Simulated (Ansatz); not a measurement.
**Run record: FeO**

FeO is taken as an experimental structure (space group R-3m, primitive cell doubled), 4 atoms in the cell. Source: COD entry 9009770, which need not be the ambient phase.

Theory: DFT, PBE, PAW, plane waves, scalar-relativistic in Ansatz.

Input file:

```yaml
crystal:
  lattice:
    - [-1.51768138, -0.87623375, -2.51579336]
    - [1.51768138, 0.87623375, -5.03158671]
    - [1.51768138, -2.62870125, 0.0]
  atoms:
    - { symbol: Fe, position: [0.0, 0.0, 0.0], spin: 4.0 }
    - { symbol: Fe, position: [0.0, 0.5, 0.5], spin: 4.0 }
    - { symbol: O, position: [0.5, 0.0, 0.5] }
    - { symbol: O, position: [0.5, 0.5, 0.0] }
magnetization:
  spin_polarized: true
hamiltonian:
  xc: pbe
  pseudopotentials: { kind: paw }
basis:
  ecutwfc: 420
kpoints:
  mp_grid: { grid: [8, 5, 7] }
scf:
  occupations: { method: fermi_dirac, width: 0.03 }
  lower_state_search: standard
output:
  forces: true
  stress: true
  write_density: true
  write_potential: true
  elf: true
  volumetric_format: npy
```

Launched as:
```sh
ansatz run input.yaml --threads 2 --pin off --max-ram 5120MiB --backend cpu --events-out ev --progress --plain --runs-dir out
```

Output (shortened):

```
the run goes by scf.lower_state_search standard: where its kind and settings allow, a search for a lower-energy state can add stability tests and further SCF calculations, which can take several times, in some runs tens of times, as long as the SCF (see the manual's entry of the key); [...]
Pseudopotentials: kind: paw
Pseudopotential: Fe, paw, valence charge 16, recommended cutoff 420 eV (normal), Fe.paw.azcp
Pseudopotential: O, paw, valence charge 6, recommended cutoff 420 eV (normal), O.paw.azcp
Functional definition: PBE
Crystal: 4 atoms, lattice volume = 40.147 Å³
Basis set: ecut = 420 eV, 787 PW (Γ), exchange–correlation on 48×72×48 points (8 copies of the dense FFT grid, shifted against one another)
Bands: 32, of which v1, the nominal top of the filled ones, is band 22 counted from 1 (21 counted from 0)
Symmetry: 8 space group operations
Space group: R-3m (ITA 166), of the structure as read, at distance tolerance 3.4e-5 Å
Magnetic group: BNS 166.97 (UNI 1327), of the structure as read, at distance tolerance 3.4e-5 Å
k-points: 84 of 280
Non-local potential: Fe, projectors of the file, l = 0: 3, l = 1: 2, l = 2: 3, l = 3: 1
Non-local potential: O, projectors of the file, l = 0: 2, l = 1: 2, l = 2: 1
Initial density: superposition of atomic densities (chi_scale 0.1, normalization cell, long waves kept (reshape's long-wave potential 0.00 eV rms))
Starting moments: Σ|m| = 8 μB on 2 of 4 sites
Initial wavefunctions: pseudopotential atomic-orbital guess
Functional: x = pbe(κ = 0.804, μ = 0.2195149727645171), c = pbe(β = 0.06672455060314922)
SCF iter   1: F=—  HF=-10093.888402 eV  |F-HF|=—  |Δ(HF+E_count)|=         —  Δρ=8.03e-2 (↑7.19e-2 ↓8.03e-2)  dr2=6.22e0  dr2_m=3.00e-1  M=7.756 μB ∫|m|=7.756 μB  β_m=0.30  ethr=3.10e-3  ⟨swp⟩=5.0  Hψ=19198  notcnv=0
Mixer restart at iter 1: flushing history
preconditioner: auto → Kerker (q_TF=auto, 2.770 Å⁻¹)  [metal: Δε(μ)=0.003 eV  Ē_g=11.729 eV  σ=0.030 eV  W_gap=0.03  n_scr=14 (ndim 8)  ℏωp=31.0 eV  f_vac=0.000  D(μ)=5.15/eV (n_scr^D=72)]
spin=Collinear: Kerker preconditioning applied to the charge; magnetization (m = ρ↑ − ρ↓) channel mixes plain (no charge-response kernel on spin).
SCF iter   2: F=—  HF=-10093.897375 eV  |F-HF|=—  |Δ(HF+E_count)|=   8.97e-3  Δρ=3.95e-2 (↑3.95e-2 ↓3.46e-2)  dr2=1.07e0  dr2_m=2.08e-1  M=8.005 μB ∫|m|=8.007 μB  β_m=0.39  ethr=3.10e-3  ⟨swp⟩=3.3  Hψ=11317  notcnv=0  defer=506
SCF iter   3: F=—  HF=-10094.150362 eV  |F-HF|=—  |Δ(HF+E_count)|=   2.53e-1  Δρ=1.82e-2 (↑1.70e-2 ↓1.82e-2)  dr2=1.92e-1  dr2_m=5.29e-2  M=8.007 μB ∫|m|=8.013 μB  β_m=0.57  ethr=2.43e-3  ⟨swp⟩=2.4  Hψ=8354  notcnv=0  defer=529
SCF iter   4: F=—  HF=-10094.230986 eV  |F-HF|=—  |Δ(HF+E_count)|=         —  Δρ=5.84e-3 (↑5.84e-3 ↓4.89e-3)  dr2=1.43e-2  dr2_m=4.33e-3  M=8.004 μB ∫|m|=8.023 μB  β_m=0.57  ethr=4.37e-4  ⟨swp⟩=2.5  Hψ=8669  notcnv=0  defer=529
Mixer restart at iter 4: flushing history
SCF iter   5: F=—  HF=-10094.235579 eV  |F-HF|=—  |Δ(HF+E_count)|=   4.59e-3  Δρ=3.46e-3 (↑3.46e-3 ↓2.85e-3)  dr2=5.81e-3  dr2_m=1.04e-3  M=8.005 μB ∫|m|=8.026 μB  β_m=0.79  ethr=3.26e-5  ⟨swp⟩=2.6  Hψ=8831  notcnv=0  defer=534
SCF iter   6: F=—  HF=-10094.238916 eV  |F-HF|=—  |Δ(HF+E_count)|=   3.34e-3  Δρ=6.81e-4 (↑6.81e-4 ↓5.05e-4)  dr2=2.30e-4  dr2_m=3.03e-5  M=8.004 μB ∫|m|=8.029 μB  β_m=0.86  ethr=1.32e-5  ⟨swp⟩=2.0  Hψ=8717  notcnv=0  defer=538
SCF iter   7: F=—  HF=-10094.239005 eV  |F-HF|=—  |Δ(HF+E_count)|=   8.93e-5  Δρ=2.92e-4 (↑2.92e-4 ↓2.45e-4)  dr2=7.15e-5  dr2_m=8.21e-7  M=8.005 μB ∫|m|=8.029 μB  β_m=0.82  ethr=5.24e-7  ⟨swp⟩=2.0  Hψ=9459  notcnv=0  defer=538
SCF iter   8: F=—  HF=-10094.239137 eV  |F-HF|=—  |Δ(HF+E_count)|=   1.32e-4  Δρ=1.62e-4 (↑1.26e-4 ↓1.62e-4)  dr2=2.59e-5  dr2_m=4.23e-7  M=8.004 μB ∫|m|=8.029 μB  β_m=0.91  ethr=1.62e-7  ⟨swp⟩=2.0  Hψ=8712  notcnv=0  defer=538
SCF iter   9: F=—  HF=-10094.239142 eV  |F-HF|=—  |Δ(HF+E_count)|=   5.76e-6  Δρ=1.08e-4 (↑7.84e-5 ↓1.08e-4)  dr2=8.85e-6  dr2_m=2.98e-7  M=8.004 μB ∫|m|=8.029 μB  β_m=0.91  ethr=5.88e-8  ⟨swp⟩=1.6  Hψ=6741  notcnv=0  defer=538
SCF iter  10: F=—  HF=-10094.239146 eV  |F-HF|=—  |Δ(HF+E_count)|=   3.46e-6  Δρ=3.63e-5 (↑2.18e-5 ↓3.63e-5)  dr2=7.47e-7  dr2_m=8.24e-8  M=8.004 μB ∫|m|=8.029 μB  β_m=0.82  ethr=2.01e-8  ⟨swp⟩=2.1  Hψ=6757  notcnv=0  defer=538
SCF iter  11: F=—  HF=-10094.239146 eV  |F-HF|=—  |Δ(HF+E_count)|=   3.99e-7  Δρ=1.56e-5 (↑3.76e-6 ↓1.56e-5)  dr2=3.92e-8  dr2_m=2.09e-8  M=8.004 μB ∫|m|=8.029 μB  β_m=0.91  ethr=1.70e-9  ⟨swp⟩=2.1  Hψ=7351  notcnv=0  defer=538
SCF iter  12: F=-10094.239146 eV  HF=-10094.239146 eV  |F-HF|=1.05e-9  |Δ(HF+E_count)|=   6.16e-8  Δρ=4.72e-6 (↑1.51e-6 ↓4.72e-6)  dr2=4.45e-9  dr2_m=1.82e-9  M=8.004 μB ∫|m|=8.029 μB  ethr=8.90e-11  ⟨swp⟩=9.9  Hψ=33105  notcnv=0
SCF 1 converged in 12 iterations: F = -10094.239146 eV  dr2 = 4.45e-9
  greatest PAW one-centre occupation: 1.005 electrons in one spin orbital (limit 2), on the Fe atom at site 1 (counted from 0), in its partial waves of l = 1
SCF converged after 12 iterations
Magnetization: 8.0043 μB (26.0022 up, 17.9978 down)
Absolute magnetization: 8.0289 μB (∫|ρ↑−ρ↓|, with the PAW one-centre terms)
Spin contamination: 0.0222 ħ² per cell (⟨S²⟩ above its minimum at these occupations)
Per-site moments (μB) at R_I (Å): [(3.4520, 0.8898), (3.4520, 0.8898), (0.3205, 0.8898), (0.3205, 0.8898)]
Free energy (F): -10094.239146 eV
Harris-Foulkes:  -10094.239146 eV  (|F-HF|=1.05e-9)
Internal energy: -10094.231985 eV  (E = F + TS)
E sigma→0 (E₀):  -10094.235566 eV
Entropy (-TS):   -0.007161 eV (-1.790 meV/atom)
Fermi energy:    14.576778 eV
--- Per-component energies (eV) ---
  E_band       = -535.510645
  E_kinetic    = 1030.105022
  E_local      = -5203.769437  (includes V_loc(G=0)·N_el)
  E_nonlocal   = 558.796422
  E_hartree    = 2122.176882
  E_xc         = -375.814429
  E_vxc        = -481.932103  (∫ρ·V_xc dr)
  E_paw        = -3058.824442  (= ΣΔE_a)
  E_vpaw       = -683.073720  (= ΣTr[D̂ρ^β])
  E_aug_tail   = 0.006655  (compensation charges beyond the density's cutoff)
  E_ewald      = -5166.908658
  E_smearing   = -0.007161  (= −TS)
  E_closure    = 0.000000  (closes the sum)
  Σ components = -10094.239146   (vs F -10094.239146, Δ=0.00e0)
--- Forces (eV/Å), atoms counted from 1 ---
  atom   1  Fe     0.00000000    -0.00000000     0.00000000
  atom   2  Fe     0.00000000    -0.00000000     0.00000000
  atom   3  O     -0.00000000     0.00000000     0.00000000
  atom   4  O      0.00000000     0.00000000     0.00000000
  max |Σ_I F_I| component: 1.26e-29 eV/Å
--- Stress (GPa, compression-positive) ---
       -0.359817      -0.055199      -0.195753
       -0.055199      -0.296079      -0.113018
       -0.195749      -0.113016      -1.456504
  P = ⅓ Tr σ = -0.7041 GPa (-7.041 kbar)
--- Band table (eV; the first three rows and the last of 168) ---
  k-point 0 ↑: bands = ["-75.3297", "-75.3225", "-41.3990", "-41.3902", "-41.3819", "-41.3746", "-41.3625", "-41.3470", "-6.2004", "-5.0558", "7.1724", "9.5011", "9.6039", "9.7758", "10.6440", "10.6594", "10.7164", "10.7266", "10.7392", "10.7407", "10.8953", "10.9036", "11.2806", "11.7697", "11.7933", "11.7959", "14.5642", "19.7502", "23.2101", "25.2755", "29.0589", "29.2707"]
  k-point 1 ↑: bands = ["-75.3289", "-75.3225", "-41.3968", "-41.3881", "-41.3864", "-41.3751", "-41.3690", "-41.3489", "-6.0656", "-5.0155", "7.2582", "8.5167", "8.9934", "9.4075", "9.5692", "10.0216", "10.4691", "10.7482", "10.8964", "11.3013", "11.4291", "11.7470", "11.8439", "11.9441", "11.9886", "12.1323", "15.4899", "20.3023", "23.2056", "24.4960", "28.0854", "28.8339"]
  k-point 2 ↑: bands = ["-75.3271", "-75.3227", "-41.3960", "-41.3912", "-41.3840", "-41.3821", "-41.3766", "-41.3545", "-5.7152", "-4.9558", "7.3307", "7.5179", "7.9066", "8.3461", "8.6566", "9.2688", "10.9225", "11.0589", "11.1914", "11.6145", "11.7351", "11.7889", "11.9611", "12.1401", "13.1346", "13.3459", "17.2328", "21.5821", "22.7937", "23.2677", "25.9790", "27.6530"]
  k-point 83 ↓: bands = ["-71.1566", "-71.1566", "-37.3461", "-37.3458", "-37.3134", "-37.3133", "-37.3060", "-37.3059", "-4.4728", "-4.4698", "7.6803", "7.6819", "9.7224", "9.8140", "9.9655", "10.0695", "12.7237", "12.7296", "15.2970", "15.3061", "15.3215", "15.3229", "15.4923", "15.4942", "15.7978", "15.8016", "21.2895", "21.2958", "23.8600", "23.8846", "26.1100", "26.1314"]
```

Among 12 converged runs of this cell from various starts and settings, this end is the lowest found.

A semilocal functional without U tends to delocalise d and f electrons, and can give a metal where the real compound is an insulator.

The run took 8.6 s on 2 threads of Arm Neoverse V2 (shared host), peak memory 0.46 GiB.
